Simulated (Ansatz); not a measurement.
Geometry optimisation, DFT PBEsol, scalar-relativistic, plane waves, PAW (Ansatz 0.2.0).

Input file:

```yaml
crystal:
  lattice:
    - [5.889068, 0.0, 0.0]
    - [0.0, 5.3272, 0.0]
    - [0.0, 0.0, 15.7566]
  atoms:
    - { symbol: Si, position: [0.0, 0.0, 0.0634655] }
    - { symbol: Si, position: [0.5, 0.25, 0.0634655] }
    - { symbol: O, position: [0.0, 0.0, 0.1784691] }
    - { symbol: O, position: [0.1923, 0.25, 0.0634655] }
    - { symbol: O, position: [0.5, 0.0, 0.1353381] }
    - { symbol: O, position: [0.8077, 0.25, 0.0634655] }
    - { symbol: Si, position: [0.5, 0.0, 0.2503417] }
    - { symbol: Si, position: [0.0, 0.25, 0.2503417] }
    - { symbol: O, position: [0.5, 0.0, 0.3653453] }
    - { symbol: O, position: [0.6923, 0.25, 0.2503417] }
    - { symbol: O, position: [0.0, 0.0, 0.3222143] }
    - { symbol: O, position: [0.3077, 0.25, 0.2503417] }
    - { symbol: Si, position: [0.0, 0.5, 0.0634655] }
    - { symbol: Si, position: [0.5, 0.75, 0.0634655] }
    - { symbol: O, position: [0.0, 0.5, 0.1784691] }
    - { symbol: O, position: [0.1923, 0.75, 0.0634655] }
    - { symbol: O, position: [0.5, 0.5, 0.1353381] }
    - { symbol: O, position: [0.8077, 0.75, 0.0634655] }
    - { symbol: Si, position: [0.5, 0.5, 0.2503417] }
    - { symbol: Si, position: [0.0, 0.75, 0.2503417] }
    - { symbol: O, position: [0.5, 0.5, 0.3653453] }
    - { symbol: O, position: [0.6923, 0.75, 0.2503417] }
    - { symbol: O, position: [0.0, 0.5, 0.3222143] }
    - { symbol: O, position: [0.3077, 0.75, 0.2503417] }
    - { symbol: O, position: [0.3467084, 0.6741458, 0.3913662], spin: 1.0 }
magnetization:
  spin_polarized: true
basis:
  ecutwfc: 420.0
kpoints:
  mp_grid: { grid: [2, 2, 1] }
hamiltonian:
  xc: pbesol
  pseudopotentials: { kind: paw, azcp: { folder: soft_1 } }
scf:
  occupations: { method: gaussian, width: 0.05 }
  lower_state_search: "off"
relax:
  f_tol: 0.03
  max_steps: 60
  adjacent_minimum: "off"
  constraints: [{ sites: [0, 1, 3, 5, 12, 13, 15, 17] }]
```

Launched with:

```bash
$ ansatz run input.yaml --threads 2 --pin off --max-ram 5120MiB --backend cpu --events-out ev --progress --plain --runs-dir out
```

Q: Where does it end, and by what steps?

A: It converged. The force dipped under the threshold on the way, but the program's further checks kept it going. Limits of this set-up: coarse k mesh, thin slab, slab without dipole correction, PAW files made for another functional. After 9 steps the energy has fallen by 3.111 eV; O25 moved furthest, 1.03 Å. Joined: O9–O25.

```
step  energy less start (eV)  largest force component (eV/Å)  accepted
   0                  0.0000                           4.902       yes
   1                 -1.0978                           3.901       yes
   2                 -2.4107                           2.178       yes
   3                 -2.9414                           0.737       yes
   4                 -3.0495                           0.601       yes
   5                 -3.1015                           0.241       yes
   6                 -3.0935                           0.778        no
   7                 -3.1091                           0.093       yes
   8                 -3.1109                           0.014       yes
   9                 -3.1109                           0.014       yes
```

```xyz
25
Lattice="5.8891 0.0000 0.0000 0.0000 5.3272 0.0000 0.0000 0.0000 15.7566" Properties=species:S:1:pos:R:3
Si 0.000 0.000 1.000
Si 2.945 1.332 1.000
O 0.000 0.009 2.730
O 1.132 1.332 1.000
O 2.945 0.008 2.099
O 4.757 1.332 1.000
Si 2.945 -0.015 4.016
Si 0.000 1.331 4.096
O 2.943 -0.147 5.834
O 4.056 1.332 4.006
O 0.000 -0.014 5.075
O 1.833 1.331 4.005
Si 0.000 2.664 1.000
Si 2.945 3.995 1.000
O 0.000 2.655 2.730
O 1.132 3.995 1.000
O 2.945 2.655 2.100
O 4.757 3.995 1.000
Si 2.945 2.678 4.015
Si 0.000 3.995 4.053
O 2.946 2.809 5.833
O 4.074 3.996 3.895
O 0.001 2.677 5.074
O 1.815 3.995 3.895
O 2.936 3.994 6.495
```

Run time: 2.3 min on 2 threads of Arm Neoverse V2, with other jobs on the host, peak memory 0.97 GiB.
